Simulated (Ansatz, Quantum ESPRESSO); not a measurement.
# RbCl (Fm-3m): phonons by linear response, part 2 of 4

How does RbCl (Fm-3m) vibrate, and is this structure a minimum?

Quantum ESPRESSO 7.5; DFT PBE, scalar-relativistic, plane waves, PseudoDojo norm-conserving pseudopotentials.

So far. Step 2 (A probe with smearing): A gap of 5.0 eV opens on this mesh, so the crystal is taken as an insulator; the start stands at 1.1 GPa. Step 4 (Ground state): The cell stands at -0.012 GPa, close enough for phonons. The relaxed cell has a = 6.697 Å (conventional setting).

The database entry behind the starting cell differs from later determinations by our own check (about 0.5 % short), so it need not match the best structure at ambient conditions.

## 5. Linear response on the mesh

Linear response treats each wavevector in the unit cell, with no supercell; the 2×2×2 mesh fixes the range of the force constants to be had.

ph.in

```
phonons
 &inputph
    prefix='x',
    outdir='./tmp',
    fildyn='x.dyn',
    tr2_ph=1.0d-18,
    epsil=.true.,
    ldisp=.true.,
    nq1=2,
    nq2=2,
    nq3=2,
 /
```

Command:

```sh
> OMP_NUM_THREADS=1 mpirun -n 2 ph.x -nk 2 -in ph.in > ph.out
```

Numbers of over 12 decimals in the logs are rounded to 6 here.

Output:

```text
[banners, grids, parts of the stress and lines that vanish by symmetry left out]
[banner, memory and clock lines left out]
Program PHONON v.7.5

     ./tmp/x.save/

     IMPORTANT: XC functional enforced from input :
     Exchange-correlation= PBE
                           (   1   4   3   4   0   0   0)
     Any further DFT definition will be discarded
     Please, verify this is what you really want

     G-vector sticks info

     Reading collected, re-writing distributed wavefunctions in ./tmp/

     Dynamical matrices for ( 2, 2, 2)  uniform grid of q-points
     (   3 q-points):
       N         xq(1)         xq(2)         xq(3)
       1   0.000000000   0.000000000   0.000000000
       2   0.353553391  -0.353553391   0.353553391
       3   0.000000000  -0.707106781   0.000000000

     Number and degeneracy of irreps per q-point
       N         xq(1)         xq(2)         xq(3)   N irreps
       1   0.000000000   0.000000000   0.000000000       2
        3   3
       2   0.353553391  -0.353553391   0.353553391       4
        1   2   1   2
       3   0.000000000  -0.707106781   0.000000000       4
        1   1   2   2

     Calculation of q =    0.0000000   0.0000000   0.0000000

     phonons

     bravais-lattice index     =            0
     lattice parameter (alat)  =       8.9487  a.u.
     unit-cell volume          =     506.7153 (a.u.)^3
     number of atoms/cell      =            2
     number of atomic types    =            2
     kinetic-energy cut-off    =      58.0000  Ry
     charge density cut-off    =     232.0000  Ry
     convergence threshold     =      1.0E-18
     beta                      =       0.7000
     number of iterations used =            4
     Exchange-correlation= PBE
                           (   1   4   3   4   0   0   0)

     celldm(1)=    8.94869  celldm(2)=    0.00000  celldm(3)=    0.00000
     celldm(4)=    0.00000  celldm(5)=    0.00000  celldm(6)=    0.00000

     crystal axes: (cart. coord. in units of alat)
               a(1) = ( -0.7071  0.0000  0.7071 )
               a(2) = (  0.0000  0.7071  0.7071 )
               a(3) = ( -0.7071  0.7071  0.0000 )

     reciprocal axes: (cart. coord. in units 2 pi/alat)
               b(1) = ( -0.7071 -0.7071  0.7071 )
               b(2) = (  0.7071  0.7071  0.7071 )
               b(3) = ( -0.7071  0.7071 -0.7071 )

     Atoms inside the unit cell:

     Cartesian axes

     site n.  atom      mass           positions (alat units)
        1  Rb     85.4678   tau(    1) = (    0.00000    0.00000    0.00000  )
        2  Cl     35.4500   tau(    2) = (   -0.70711    0.70711    0.70711  )

     Computing dynamical matrix for
                    q = (   0.0000000   0.0000000   0.0000000 )

     49 Sym.Ops. (with q -> -q+G )

     G cutoff =  470.5953  (  30395 G-vectors)     FFT grid: ( 45, 45, 45)
     number of k points=    16

     PseudoPot. # 1 for Rb read from file:
     ./pseudo/Rb.upf
     Pseudo is Norm-conserving + core correction, Zval =  9.0

     PseudoPot. # 2 for Cl read from file:
     ./pseudo/Cl.upf
     Pseudo is Norm-conserving + core correction, Zval =  7.0

     Mode symmetry, O_h (m-3m)  point group:

     Electric field:
     Dielectric constant
     Born effective charges in two ways

     Atomic displacements:
     There are    2 irreducible representations

     Representation     1      3 modes -  To be done

     Representation     2      3 modes -  To be done

     Alpha used in Ewald sum =   2.3000

     Electric Fields Calculation

      iter #   1   av.it.:   5.8
      thresh= 1.000E-02 alpha_mix =  0.700 |ddv_scf|^2 =  1.149E-07

      [... iterations left out ...]
      iter #   9   av.it.:  10.9
      thresh= 1.172E-10 alpha_mix =  0.700 |ddv_scf|^2 =  9.795E-20

     End of electric fields calculation

          Dielectric constant in cartesian axis

          (       2.282124718       0.000000000       0.000000000 )
          (       0.000000000       2.282124718      -0.000000000 )
          (       0.000000000      -0.000000000       2.282124718 )

          Effective charges (d Force / dE) in cartesian axis without acoustic sum rule applied (asr)

           atom    1  Rb    Mean Z*:        1.16658
      Ex  (        1.16658        0.00000        0.00000 )
      Ey  (        0.00000        1.16658       -0.00000 )
      Ez  (        0.00000       -0.00000        1.16658 )
           atom    2  Cl    Mean Z*:       -1.16703
      Ex  (       -1.16703        0.00000        0.00000 )
      Ey  (        0.00000       -1.16703       -0.00000 )
      Ez  (        0.00000       -0.00000       -1.16703 )

          Effective charges Sum: Mean:       -0.00045
             -0.00045        0.00000        0.00000
              0.00000       -0.00045       -0.00000
              0.00000       -0.00000       -0.00045

          Effective charges (d Force / dE) in cartesian axis with asr applied:
           atom    1  Rb    Mean Z*:        1.16680
      E*x (        1.16680       -0.00000        0.00000 )
      E*y (        0.00000        1.16680       -0.00000 )
      E*z (        0.00000       -0.00000        1.16680 )
           atom    2  Cl    Mean Z*:       -1.16680
      E*x (       -1.16680        0.00000       -0.00000 )
      E*y (       -0.00000       -1.16680        0.00000 )
      E*z (       -0.00000        0.00000       -1.16680 )

     Representation #   1 modes #   1   2   3

     Self-consistent Calculation

      iter #   1   av.it.:   5.9
      thresh= 1.000E-02 alpha_mix =  0.700 |ddv_scf|^2 =  2.173E-07

      [... iterations left out ...]
      iter #   8   av.it.:  10.9
      thresh= 9.114E-10 alpha_mix =  0.700 |ddv_scf|^2 =  3.473E-19

     End of self-consistent calculation

     Convergence has been achieved

     Representation #   2 modes #   4   5   6

     Self-consistent Calculation

      iter #   1   av.it.:   6.0
      thresh= 1.000E-02 alpha_mix =  0.700 |ddv_scf|^2 =  2.409E-07

      [... iterations left out ...]
      iter #   8   av.it.:  10.9
      thresh= 9.133E-10 alpha_mix =  0.700 |ddv_scf|^2 =  3.116E-19

     End of self-consistent calculation

     Convergence has been achieved

     Number of q in the star =    1
     List of q in the star:
          1   0.000000000   0.000000000   0.000000000

          Dielectric constant in cartesian axis

          (       2.282124718       0.000000000       0.000000000 )
          (       0.000000000       2.282124718      -0.000000000 )
          (       0.000000000      -0.000000000       2.282124718 )

          Effective charges (d Force / dE) in cartesian axis without acoustic sum rule applied (asr)

           atom    1  Rb    Mean Z*:        1.16658
      Ex  (        1.16658        0.00000        0.00000 )
      Ey  (        0.00000        1.16658       -0.00000 )
      Ez  (        0.00000       -0.00000        1.16658 )
           atom    2  Cl    Mean Z*:       -1.16703
      Ex  (       -1.16703        0.00000        0.00000 )
      Ey  (        0.00000       -1.16703       -0.00000 )
      Ez  (        0.00000       -0.00000       -1.16703 )

          Effective charges Sum: Mean:       -0.00045
             -0.00045        0.00000        0.00000
              0.00000       -0.00045       -0.00000
              0.00000       -0.00000       -0.00045

          Effective charges (d Force / dE) in cartesian axis with asr applied:
           atom    1  Rb    Mean Z*:        1.16680
      E*x (        1.16680       -0.00000        0.00000 )
      E*y (        0.00000        1.16680       -0.00000 )
      E*z (        0.00000       -0.00000        1.16680 )
           atom    2  Cl    Mean Z*:       -1.16680
      E*x (       -1.16680        0.00000       -0.00000 )
      E*y (       -0.00000       -1.16680        0.00000 )
      E*z (       -0.00000        0.00000       -1.16680 )

          Effective charges (d P / du) in cartesian axis

           atom      1Rb
      Px  (        1.16657        0.00000       -0.00000 )
      Py  (        0.00000        1.16657        0.00000 )
      Pz  (        0.00000        0.00000        1.16657 )
           atom      2Cl
      Px  (       -1.16703        0.00000       -0.00000 )
      Py  (        0.00000       -1.16703        0.00000 )
      Pz  (       -0.00000        0.00000       -1.16703 )

     Diagonalizing the dynamical matrix

     q = (    0.000000000   0.000000000   0.000000000 )

 **************************************************************************
     freq (    1) =      -0.029173 [THz] =      -0.973093 [cm-1]
     freq (    2) =      -0.029173 [THz] =      -0.973093 [cm-1]
     freq (    3) =      -0.029173 [THz] =      -0.973093 [cm-1]
     freq (    4) =       3.049530 [THz] =     101.721356 [cm-1]
     freq (    5) =       3.049530 [THz] =     101.721356 [cm-1]
     freq (    6) =       3.049530 [THz] =     101.721356 [cm-1]
 **************************************************************************

     Mode symmetry, O_h (m-3m)  point group:

     freq (   1-   3) =         -1.0  [cm-1]   --> T_1u G_15  G_4- I
     freq (   4-   6) =        101.7  [cm-1]   --> T_1u G_15  G_4- I

     Calculation of q =    0.3535534  -0.3535534   0.3535534
     [... set-up and bands at k+q left out ...]

     Mode symmetry, D_3d (-3m)  point group:

     Atomic displacements:
     There are    4 irreducible representations

     Representation     1      1 modes -  To be done

     Representation     2      2 modes -  To be done

     Representation     3      1 modes -  To be done

     Representation     4      2 modes -  To be done

     Message from routine init_vloc:
     Interpolation table for Vloc re-allocated

     Alpha used in Ewald sum =   2.3000

     Representation #   1 mode #   1

     Self-consistent Calculation

      iter #   1   av.it.:   5.9
      thresh= 1.000E-02 alpha_mix =  0.700 |ddv_scf|^2 =  2.135E-05

      [... iterations left out ...]
      iter #  10   av.it.:   9.0
      thresh= 1.180E-10 alpha_mix =  0.700 |ddv_scf|^2 =  3.994E-20

     End of self-consistent calculation

     Convergence has been achieved

     Representation #   2 modes #   2   3

     Self-consistent Calculation

[...]
[... iterations left out ...]
[...]
End of self-consistent calculation

     Convergence has been achieved

     Representation #   3 mode #   4

     Self-consistent Calculation

[...]
[... iterations left out ...]
[...]
End of self-consistent calculation

     Convergence has been achieved

     Representation #   4 modes #   5   6

     Self-consistent Calculation

[...]
[... iterations left out ...]
[...]
End of self-consistent calculation

     Convergence has been achieved

     Number of q in the star =    4
     List of q in the star:
          1   0.353553391  -0.353553391   0.353553391
          2   0.353553391   0.353553391  -0.353553391
          3  -0.353553391  -0.353553391  -0.353553391
          4   0.353553391  -0.353553391  -0.353553391

     Diagonalizing the dynamical matrix

     q = (    0.353553391  -0.353553391   0.353553391 )

 **************************************************************************
     freq (    1) =       1.755692 [THz] =      58.563567 [cm-1]
     freq (    2) =       1.755692 [THz] =      58.563567 [cm-1]
     freq (    3) =       2.815195 [THz] =      93.904808 [cm-1]
     freq (    4) =       2.852318 [THz] =      95.143088 [cm-1]
     freq (    5) =       2.852318 [THz] =      95.143088 [cm-1]
     freq (    6) =       4.055785 [THz] =     135.286418 [cm-1]
 **************************************************************************

     Mode symmetry, D_3d (-3m)  point group:

     freq (   1-   2) =         58.6  [cm-1]   --> E_u  L_3'
     freq (   3-   3) =         93.9  [cm-1]   --> A_2u L_2'
     freq (   4-   5) =         95.1  [cm-1]   --> E_g  L_3
     freq (   6-   6) =        135.3  [cm-1]   --> A_1g L_1

     Calculation of q =    0.0000000  -0.7071068   0.0000000
     [... set-up and bands at k+q left out ...]

     Mode symmetry, D_4h(4/mmm) point group:

     Atomic displacements:
     There are    4 irreducible representations

     Representation     1      1 modes -  To be done

     Representation     2      1 modes -  To be done

     Representation     3      2 modes -  To be done

     Representation     4      2 modes -  To be done

     Alpha used in Ewald sum =   2.3000

     Representation #   1 mode #   1

     Self-consistent Calculation

[...]
[... iterations left out ...]
[...]
End of self-consistent calculation

     Convergence has been achieved

     Representation #   2 mode #   2

     Self-consistent Calculation

[...]
[... iterations left out ...]
[...]
End of self-consistent calculation

     Convergence has been achieved

     Representation #   3 modes #   3   4

     Self-consistent Calculation

      iter #   1   av.it.:   6.0
      thresh= 1.000E-02 alpha_mix =  0.700 |ddv_scf|^2 =  8.442E-07

      [... iterations left out ...]
      iter #   9   av.it.:  10.2
      thresh= 1.254E-10 alpha_mix =  0.700 |ddv_scf|^2 =  1.628E-19

     End of self-consistent calculation

     Convergence has been achieved

     Representation #   4 modes #   5   6

     Self-consistent Calculation

      iter #   1   av.it.:   6.0
      thresh= 1.000E-02 alpha_mix =  0.700 |ddv_scf|^2 =  9.674E-07

      [... iterations left out ...]
      iter #   9   av.it.:  10.3
      thresh= 1.363E-10 alpha_mix =  0.700 |ddv_scf|^2 =  7.746E-20

     End of self-consistent calculation

     Convergence has been achieved

     Number of q in the star =    3
     List of q in the star:
          1   0.000000000  -0.707106781   0.000000000
          2  -0.707106781   0.000000000   0.000000000
          3   0.000000000   0.000000000   0.707106781

     Diagonalizing the dynamical matrix

     q = (    0.000000000  -0.707106781   0.000000000 )

 **************************************************************************
     freq (    1) =       1.264140 [THz] =      42.167174 [cm-1]
     freq (    2) =       1.264140 [THz] =      42.167174 [cm-1]
     freq (    3) =       2.206782 [THz] =      73.610310 [cm-1]
     freq (    4) =       3.177661 [THz] =     105.995372 [cm-1]
     freq (    5) =       3.177661 [THz] =     105.995372 [cm-1]
     freq (    6) =       3.481526 [THz] =     116.131194 [cm-1]
 **************************************************************************

     Mode symmetry, D_4h(4/mmm) point group:

     freq (   1-   2) =         42.2  [cm-1]   --> E_u  X_5' M_5'
     freq (   3-   3) =         73.6  [cm-1]   --> A_2u X_4' M_4'
     freq (   4-   5) =        106.0  [cm-1]   --> E_u  X_5' M_5'
     freq (   6-   6) =        116.1  [cm-1]   --> A_2u X_4' M_4'
```

Run time: 5.5 min. Hardware: 2 MPI ranks of Intel Xeon Platinum 8375C at 2.90GHz (Ice Lake), shared host.

Read from the output:

```
miss of the charge sum rule                                        : 4.50e-4 e
largest acoustic frequency at the zone centre before the sum rule  : -0.97 cm⁻¹
highest optical zone-centre mode (no LO-TO term)                   : 101.7 cm⁻¹
lowest optical zone-centre mode                                    : 101.7 cm⁻¹
mean high-frequency dielectric constant                            : 2.282
largest Born charge in size (third of the trace)                   : 1.167 e
lowest mode on the q mesh (acoustic ones at the zone centre apart) : 42.17 cm⁻¹
```

Frequencies (cm⁻¹) at each irreducible wavevector; negative means imaginary. Frequencies by wavevector:

| q (fractions) | star | mode 1 | mode 2 | mode 3 | mode 4 | mode 5 | mode 6 |
| --- | --- | --- | --- | --- | --- | --- | --- |
| 0 0 0 | 1 | -0.97 | -0.97 | -0.97 | 101.7 | 101.7 | 101.7 |
| 0 0 -0.5 | 4 | 58.56 | 58.56 | 93.9 | 95.14 | 95.14 | 135.3 |
| 0 -0.5 -0.5 | 3 | 42.17 | 42.17 | 73.61 | 106 | 106 | 116.1 |

Born charge (rows field, columns displacement), before the sum rule (e), principal values of the symmetric part by kind of site:

| atom | atoms with these values | low | middle | high | mean |
| --- | --- | --- | --- | --- | --- |
| Rb1 | 1 | 1.17 | 1.17 | 1.17 | 1.17 |
| Cl2 | 1 | -1.17 | -1.17 | -1.17 | -1.17 |

In full for Rb1:

```
1.17 0.00 0.00
0.00 1.17 0.00
0.00 0.00 1.17
```

High-frequency dielectric tensor:

```
2.28 0.00 0.00
0.00 2.28 0.00
0.00 0.00 2.28
```

The acoustic modes at Γ come out as far as 1.0 cm⁻¹ from zero, where they should vanish, a small numerical error; the Born charges miss their sum rule by 4.5e-4 e, which is good.

## 6. Fourier transform to real space

The dynamical matrices of the mesh are Fourier-transformed to force constants in real space, after the long-range dipole part is taken out.

q2r.in

```
 &input
    fildyn='x.dyn',
    zasr='crystal',
    flfrc='x.fc',
 /
```

Command:

```sh
> q2r.x < q2r.in > q2r.out
```

Output:

```text
[banners, grids, parts of the stress and lines that vanish by symmetry left out]
[banner, memory and clock lines left out]
Program Q2R v.7.5

  reading grid info from file x.dyn0

  reading force constants from file x.dyn1
 macroscopic fields = T
   2.28212   0.00000   0.00000
   0.00000   2.28212  -0.00000
[...]
na=            1
[...]
na=            2
[...]
0.00000  -1.16703  -0.00000
   0.00000  -0.00000  -1.16703
  Norm of the difference between old and new effective charges:    0.000553081
  alpha Ewald:    2.028428
  nqs=            1
 q=   0.00000000  0.00000000  0.00000000
  reading force constants from file x.dyn2
  alpha Ewald:    2.028428
  nqs=            4
 q=   0.35355339 -0.35355339  0.35355339
[...]
reading force constants from file x.dyn3
  alpha Ewald:    2.028428
  nqs=            3
[...]
q=  -0.70710678  0.00000000  0.00000000
 q=   0.00000000  0.00000000  0.70710678

      q-space grid ok, #points =    8

      fft-check warning: sum of imaginary terms = 6.916580E-10
```

Wall time 0.62 s (1 thread).

## 7. Dispersion

From the force constants any wavevector is cheap; points of the mesh come back as solved, but for the sum rule and, in polar crystals, the LO-TO term at Γ; the rest is interpolation.

matdyn.in

```
 &input
    asr='crystal',
    flfrc='x.fc',
    flfrq='x.freq',
    flvec='x.modes',
    q_in_band_form=.true.,
    q_in_cryst_coord=.true.,
 /
8
  0.0000000   0.0000000   0.0000000  12  ! GAMMA
 -0.0000000   0.5000000   0.5000000  12  ! X
 -0.0000000   0.6250000   0.3750000   1  ! U
 -0.3750000   0.3750000  -0.0000000  12  ! K
  0.0000000   0.0000000   0.0000000  12  ! GAMMA
 -0.0000000   0.5000000  -0.0000000  12  ! L
 -0.2500000   0.5000000   0.2500000  12  ! W
 -0.0000000   0.5000000   0.5000000   1  ! X
```

Command:

```sh
> matdyn.x -in matdyn.in > matdyn.out
```

Output:

```text
[banner, memory and clock lines left out]
Program MATDYN v.7.5

 mass for atomic type   1 not given; uses mass from file x.fc
 mass for atomic type   2 not given; uses mass from file x.fc
 Norm of the difference between old and new effective charges:    1.137e-17

 Norm of the difference between old and new force-constants:   2.73204e-06
```

Run time: 0.69 s. Hardware: 1 thread.

Numbers from this step:

```
lowest frequency on the path : 0 cm⁻¹
```

Matdyn.x, sum rule crystal. Phonon branches along the path, in cm⁻¹:

| point | branch 1 | branch 2 | branch 3 | branch 4 | branch 5 | branch 6 |
| --- | --- | --- | --- | --- | --- | --- |
| Γ | 0 | 0 | 0 | 102 | 102 | 161 |
| halfway | 34 | 34 | 70 | 106 | 106 | 135 |
| X | 42 | 42 | 74 | 106 | 106 | 116 |
| halfway | 44 | 51 | 72 | 105 | 107 | 116 |
| U | 49 | 67 | 68 | 101 | 111 | 115 |
| jump to K | 49 | 67 | 68 | 101 | 111 | 115 |
| halfway | 41 | 51 | 69 | 93 | 108 | 142 |
| Γ | 0 | 0 | 0 | 102 | 102 | 161 |
| halfway | 41 | 41 | 60 | 99 | 99 | 152 |
| L | 59 | 59 | 94 | 95 | 95 | 135 |
| halfway | 56 | 60 | 83 | 98 | 105 | 124 |
| W | 61 | 61 | 66 | 100 | 112 | 112 |
| halfway | 49 | 54 | 70 | 104 | 108 | 115 |
| X | 42 | 42 | 74 | 106 | 106 | 116 |

The phonon branches as a text plot (rows in cm⁻¹):

```
    158 |***                       ********
    151 |   **                   **        ***
    144 |     *                 *             **
    138 |      *               *                ***
    131 |       *             *                    **
    124 |        *           *                       **
    117 |         ********  *                          **    ****
    111 |               *********                      ********
    104 |*****************       *********           **     *****
     97 |                 ***    ****     ******************
     91 |                    ****               *****
     84 |                    *                 *     **
     77 |       *****     *** **              *        *
     70 |      *     *****      *            *          **   ****
     64 |     *          ***                           ******
     57 |               *   **** *          *  *********** ***
     50 |    *         * ***  * * *        *  *              **
     44 |         *******      ***        * **                ***
     37 |   *  ***               ***       *
     30 |  *  *                   **     **
     23 |    *                     **   **
     17 | ***                       *   *
     10 | *                          **
      3 |*                             *
         Γ           X  U|K            Γ         L        W     X
```

All branches are real along the path.

(Continued in part 3 of 4.)

[Host names and launcher messages were left out of these logs when they were recorded.]

[Logs are printed without paths, hosts, clocks, repeated set-up lines and the standing remarks that a program may print on its own settings, such as how far it seeks lower states.]

[Hosts, paths, dates, database ids (printed as entryN), source tags and the programs' standing remarks are cut or masked in the printed files.]
